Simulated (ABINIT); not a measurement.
The system is Mg.

```
CELL_PARAMETERS angstrom
3.17683 0.00000 0.00000
-1.58841 2.75121 0.00000
0.00000 0.00000 10.31886
ATOMIC_POSITIONS crystal
Mg 0.66667 0.33333 0.75000
Mg 0.00000 0.00000 0.50000
Mg 0.33333 0.66667 0.25000
Mg 0.00000 0.00000 0.00000
```

Base run:

```yaml
Program: ABINIT 10.8.3 (patched build)
Functional: SOGGA
Potentials_or_basis: JTH PAW PBE v2.0
Cutoff: 517 eV
k_mesh: 10 × 10 × 3
Occupations: fermi-dirac, width 0.05 eV
Spin: no spin polarisation
```

Its results: band gap on the k mesh none (metal or under the smearing width); pressure -0.3 GPa.

After a change of settings the same cell gave: band gap on the k mesh none (metal or under the smearing width); pressure 1.3 GPa. Which change was it?
A. functional from SOGGA to BLYP
B. functional from SOGGA to PBEsol; k mesh from 10 × 10 × 3 to 8 × 8 × 2
C. functional from SOGGA to PBEsol; k mesh from 10 × 10 × 3 to 13 × 13 × 4
D. functional from SOGGA to rPW86PBE

A.

BLYP binds less tightly than SOGGA, so the same cell stands under more pressure.

Caveats: the PAW data sets were made with another functional, which shifts forces and pressure a little.

Runs at the PBE level aren't shown here.
